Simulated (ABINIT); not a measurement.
**Quasiparticle gap of RbCl (Fm-3m) in ABINIT**

Aim: the G0W0 gap of RbCl (Fm-3m) on PBE, step by step.

Method: PBE and many-body steps on it, plane waves, in ABINIT 10.8.3.

Report form: the programs' logs are mostly left out.

### 1. Set-up

Symmetry: Fm-3m, No. 225, cubic system. The conventional cell has a = 6.579 Å, b = 6.579 Å, c = 6.579 Å, α = 90.00°, β = 90.00°, γ = 90.00°. Nearest to Rb lie 6 Cl at 3.29 Å. Nearest to Cl lie 6 Rb at 3.29 Å. Farther neighbours and most contacts between anions are not listed.

The cell and positions come from the Crystallography Open Database and are kept as given unless a step says otherwise.

### 2. Ground state

This step: ABINIT 10.8.3; DFT, PBE, plane waves, norm-conserving pseudopotentials.

The ground-state density comes first.

run.abi reads:

```
acell 3*1.0 Angstrom
rprim 
  0.000000000000 3.289500000000 3.289500000000
  3.289500000000 0.000000000000 3.289500000000
  3.289500000000 3.289500000000 -0.000000000000
ntypat 2
znucl 37 17
natom 2
typat 1 2
xred 
  0.000000000000 0.000000000000 0.000000000000
  0.500000000000 0.500000000000 0.500000000000
pp_dirpath "pseudos"
pseudos "Rb.upf, Cl.upf"
ecut 25
ngkpt 6 6 6
nshiftk 1
shiftk 0 0 0
kptopt 1
chksymbreak 0
nband 13
occopt 1
tolvrs 1e-10
nstep 60
prtwf 0
optforces 0
optstress 0
indata_prefix "in"
outdata_prefix "out"
tmpdata_prefix "tmp"
```

The run is started by

```console
> OMP_NUM_THREADS=1 mpirun -n 4 abinit run.abi > log
```

The job ended after 11 s (4 MPI ranks of Intel Xeon Platinum 8259CL at 2.50GHz (Skylake/Cascade Lake), shared host; peak memory 0.32 GiB; 43 s of CPU time).

Numbers from this step:

```yaml
total_energy: -1186.9084 eV
gap: 5.003 eV
k_of_the_valence_top: 0, 0, 0
k_of_the_conduction_bottom: 0, 0, 0
least_direct_gap: 5.003 eV
```

The gap is direct, at Γ.

### 3. Bands along the symmetry lines

The cheap functional maps the bands first; the places of the edges decide which points the dearer methods must see.

run.abi reads:

```
acell 3*1.0 Angstrom
rprim 
  0.000000000000 3.289500000000 3.289500000000
  3.289500000000 0.000000000000 3.289500000000
  3.289500000000 3.289500000000 -0.000000000000
ntypat 2
znucl 37 17
natom 2
typat 1 2
xred 
  0.000000000000 0.000000000000 0.000000000000
  0.500000000000 0.500000000000 0.500000000000
pp_dirpath "pseudos"
pseudos "Rb.upf, Cl.upf"
ecut 25
iscf -2
irdden 1
kptopt 0
nkpt 50
kpt 
  0.00000000 0.00000000 0.00000000
  0.06250000 0.00000000 0.06250000
  0.12500000 0.00000000 0.12500000
  0.18750000 0.00000000 0.18750000
  0.25000000 0.00000000 0.25000000
  0.31250000 0.00000000 0.31250000
  0.37500000 0.00000000 0.37500000
  0.43750000 0.00000000 0.43750000
  0.50000000 0.00000000 0.50000000
  0.51562500 0.03125000 0.51562500
  0.53125000 0.06250000 0.53125000
  0.54687500 0.09375000 0.54687500
  0.56250000 0.12500000 0.56250000
  0.57812500 0.15625000 0.57812500
  0.59375000 0.18750000 0.59375000
  0.60937500 0.21875000 0.60937500
  0.62500000 0.25000000 0.62500000
  0.37500000 0.37500000 0.75000000
  0.32812500 0.32812500 0.65625000
  0.28125000 0.28125000 0.56250000
  0.23437500 0.23437500 0.46875000
  0.18750000 0.18750000 0.37500000
  0.14062500 0.14062500 0.28125000
  0.09375000 0.09375000 0.18750000
  0.04687500 0.04687500 0.09375000
  0.00000000 0.00000000 0.00000000
  0.06250000 0.06250000 0.06250000
  0.12500000 0.12500000 0.12500000
  0.18750000 0.18750000 0.18750000
  0.25000000 0.25000000 0.25000000
  0.31250000 0.31250000 0.31250000
  0.37500000 0.37500000 0.37500000
  0.43750000 0.43750000 0.43750000
  0.50000000 0.50000000 0.50000000
  0.50000000 0.46875000 0.53125000
  0.50000000 0.43750000 0.56250000
  0.50000000 0.40625000 0.59375000
  0.50000000 0.37500000 0.62500000
  0.50000000 0.34375000 0.65625000
  0.50000000 0.31250000 0.68750000
  0.50000000 0.28125000 0.71875000
  0.50000000 0.25000000 0.75000000
  0.50000000 0.21875000 0.71875000
  0.50000000 0.18750000 0.68750000
  0.50000000 0.15625000 0.65625000
  0.50000000 0.12500000 0.62500000
  0.50000000 0.09375000 0.59375000
  0.50000000 0.06250000 0.56250000
  0.50000000 0.03125000 0.53125000
  0.50000000 0.00000000 0.50000000
istwfk *1
nband 15
nbdbuf 2
tolwfr 1e-08
nstep 40
prtwf 0
prtvol 0
indata_prefix "in"
outdata_prefix "out"
tmpdata_prefix "tmp"
```

Run time: 19 s. Hardware: 4 MPI ranks; peak memory 0.3 GiB.

This step gave:

```yaml
gap: 5.003 eV
k_of_the_valence_top: 0, 0, 0
k_of_the_conduction_bottom: 0, 0, 0
least_direct_gap: 5.003 eV
```

The gap is 5.003 eV, as in the run before at this level.

Electronic bands along the path, in eV, zero at the top of the highest filled band; v1 is the highest filled band, c1 the lowest empty one:

| point | v4 | v3 | v2 | v1 | c1 | c2 | c3 | c4 |
| --- | --- | --- | --- | --- | --- | --- | --- | --- |
| Γ | -7.97 | 0.00 | 0.00 | 0.00 | 5.00 | 7.99 | 7.99 | 7.99 |
| halfway | -7.99 | -0.53 | -0.07 | -0.07 | 6.37 | 6.89 | 9.43 | 9.50 |
| X | -8.07 | -0.32 | -0.10 | -0.10 | 6.21 | 8.07 | 9.72 | 10.04 |
| halfway | -8.06 | -0.31 | -0.19 | -0.14 | 6.41 | 8.33 | 9.36 | 10.20 |
| U | -8.03 | -0.40 | -0.28 | -0.22 | 6.95 | 8.71 | 9.06 | 9.75 |
| jump to K | -8.03 | -0.40 | -0.28 | -0.22 | 6.95 | 8.71 | 9.06 | 9.75 |
| halfway | -7.95 | -0.59 | -0.27 | -0.11 | 6.66 | 7.61 | 8.82 | 9.51 |
| Γ | -7.97 | 0.00 | 0.00 | 0.00 | 5.00 | 7.99 | 7.99 | 7.99 |
| halfway | -7.96 | -0.48 | -0.18 | -0.18 | 6.27 | 7.77 | 8.74 | 8.74 |
| L | -7.95 | -0.86 | -0.34 | -0.34 | 7.75 | 7.98 | 10.16 | 10.16 |
| halfway | -7.96 | -0.65 | -0.29 | -0.29 | 7.73 | 7.86 | 9.74 | 9.90 |
| W | -7.96 | -0.44 | -0.24 | -0.24 | 7.67 | 7.67 | 9.34 | 9.37 |
| halfway | -8.02 | -0.30 | -0.27 | -0.15 | 6.61 | 8.53 | 8.99 | 10.05 |
| X | -8.07 | -0.32 | -0.10 | -0.10 | 6.21 | 8.07 | 9.72 | 10.04 |

### 4. Empty states on the mesh, 4×4×4 mesh, 393 bands

The sums over transitions need many empty states on a uniform mesh; this step solves for them.

run.abi reads:

```
acell 3*1.0 Angstrom
rprim 
  0.000000000000 3.289500000000 3.289500000000
  3.289500000000 0.000000000000 3.289500000000
  3.289500000000 3.289500000000 -0.000000000000
ntypat 2
znucl 37 17
natom 2
typat 1 2
xred 
  0.000000000000 0.000000000000 0.000000000000
  0.500000000000 0.500000000000 0.500000000000
pp_dirpath "pseudos"
pseudos "Rb.upf, Cl.upf"
ecut 25
ngkpt 4 4 4
nshiftk 1
shiftk 0 0 0
kptopt 1
chksymbreak 0
irdden 1
istwfk *1
nband 393
prtvol 0
optdriver 6
gwr_task "HDIAGO"
paral_kgb 0
occopt 1
indata_prefix "in"
outdata_prefix "out"
tmpdata_prefix "tmp"
```

Elapsed: 45 s, on 4 MPI ranks; peak memory 2.1 GiB.

Numbers from this step:

- gap: 5.003 eV
- k of the valence top: 0, 0, 0
- k of the conduction bottom: 0, 0, 0
- least direct gap: 5.003 eV
- k points computed: 8
- lowest point of the top converged band, above the valence top: 170.7612 eV

On this mesh the gap is 5.003 eV.

### 5. Screening, 4×4×4 mesh, 385 bands, screening to 228.6 eV

The RPA dielectric matrix is built and inverted for each q.

This step: RPA screening on PBE, plane waves, norm-conserving pseudopotentials.

Changes to run.abi since step 4:

```diff
@@ -20,10 +20,11 @@
 chksymbreak 0
-irdden 1
 istwfk *1
-nband 393
-prtvol 0
-optdriver 6
-gwr_task "HDIAGO"
-paral_kgb 0
 occopt 1
+irdwfk 1
+optdriver 3
+nband 385
+ecuteps 8.4
+inclvkb 2
+awtr 1
+symchi 1
 indata_prefix "in"
```

Run time: 3.4 min. Hardware: 4 MPI ranks; peak memory 2.2 GiB; 13 min of CPU time.

This step gave:

| Item | Value |
| --- | --- |
| ε∞ with local fields, on this mesh, along the program's q direction | 2.189 |
| the same without local fields | 2.601 |
| plasma frequency | 17.60 eV |
| plane waves in the screening matrix | 537 |

Local fields lower ε∞ by 16 %.

### 6. Self-energy, 4×4×4 mesh, 385 bands, screening to 228.6 eV

The self-energy is evaluated for the states that the input lists, and the levels follow from it, in one-shot runs by the linearised quasiparticle equation.

This step: G0W0 on PBE, plane waves, norm-conserving pseudopotentials.

Changes to run.abi since step 5:

```diff
@@ -23,8 +23,15 @@
 irdwfk 1
-optdriver 3
+optdriver 4
 nband 385
+gwcalctyp 0
+ecutsigx 25
+symsigma 1
+nkptgw 1
+kptgw 
+  0.0000000000 0.0000000000 0.0000000000
+bdgw 
+  6 12
 ecuteps 8.4
-inclvkb 2
-awtr 1
-symchi 1
+irdscr 1
+ppmodel 1
 indata_prefix "in"
```

Wall time 90 s (4 MPI ranks); peak memory 2.6 GiB; 6 min of CPU time.

Numbers from this step:

```
G0W0 gap on the points computed              : 7.891 eV
starting gap on the mesh                     : 5.003 eV
k of the valence top                         : 0, 0, 0
k of the conduction bottom                   : 0, 0, 0
Z at the valence top                         : 0.805
Z at the conduction bottom                   : 0.875
least direct G0W0 gap on the computed points : 7.891 eV
```

The gap on the mesh goes from 5.00 eV to 7.89 eV, a correction of +2.89 eV.

Limits: finite bands, cutoff and mesh; no spin-orbit coupling. v1 is the top filled band, c1 the lowest empty one. The levels before and after the correction (eV, zero at the valence-band top of each column):

|  | conduction bottom | valence top |
| --- | --- | --- |
| Kohn-Sham | 5.00 | 0.00 |
| G0W0 | 7.89 | 0.00 |

|  | level | energy (eV) |
| --- | --- | --- |
| Kohn-Sham | Γ v3-v1 | 0.000 |
| Kohn-Sham | Γ c1 | 5.003 |
| Kohn-Sham | Γ c2-c4 | 7.987 |
| G0W0 | Γ v3-v1 | 0.000 |
| G0W0 | Γ c1 | 7.891 |
| G0W0 | Γ c2-c4 | 11.451 |

### 7. Where the time went

Times are wall times on 4 MPI ranks of Intel Xeon Platinum 8259CL at 2.50GHz (Skylake/Cascade Lake), shared host, good to a factor of about two.

| step | time | share | memory (GiB) |
| --- | --- | --- | --- |
| ground state | 11 s | 3 % | 0.32 |
| bands along the symmetry lines | 19 s | 5 % | 0.3 |
| empty states on the mesh | 45 s | 12 % | 2.1 |
| screening | 3.4 min | 55 % | 2.2 |
| self-energy | 90 s | 24 % | 2.6 |

### 8. What came out

```json
{
 "PBE gap": "5.00 eV, direct",
 "G0W0 gap on the mesh": "7.89 eV",
 "GW settings": "4×4×4 mesh, 385 bands, screening to 228.6 eV, Godby-Needs plasmon pole",
 "known limits": "not at the basis limit; no spin-orbit coupling"
}
```

What this shows: G0W0 moves the gap on the mesh from 5.00 eV to 7.89 eV (+2.89 eV), with Z of 0.81 and 0.88 at the edges. Local fields lower the RPA ε∞ on this mesh from 2.60 to 2.19. Only 1 of the mesh's irreducible points was corrected, so a valley elsewhere could overtake. The dearest step here is «screening». Bands and cutoff are finite, so the gap is not at the basis limit. The miss can reach some tenths of an eV and take either sign; the mesh is an error of its own. In the G0W0 run levels were corrected at 1 k point alone, so a gap called «on the mesh» is the least over those, and an edge elsewhere would be missed. The many-body steps are scalar-relativistic: spin-orbit coupling is not in them.

[Paths, hosts, dates, memory and timing lines, banners, echoed tables and standing remarks are left out of the program output.]

[Logs are printed without paths, hosts, clocks, repeated set-up lines and the standing remarks that a program may print on its own settings, such as how far it seeks lower states.]

[Runs of the session that timed out or met a known fault of the program may be left out.]

[Hosts, paths, dates, database ids (printed as entryN), source tags and the programs' standing remarks are cut or masked in the printed files.]

[G0W0 gaps are taken among the corrected bands and points alone; a level outside them can change the order at an edge.]

[Where Ansatz stands beside ABINIT at settings called matched, ABINIT's density can come from a denser mesh and the files from another edition; pairs whose starting gaps differed by over 0.03 eV were left out, so agreement reads better than it is.]
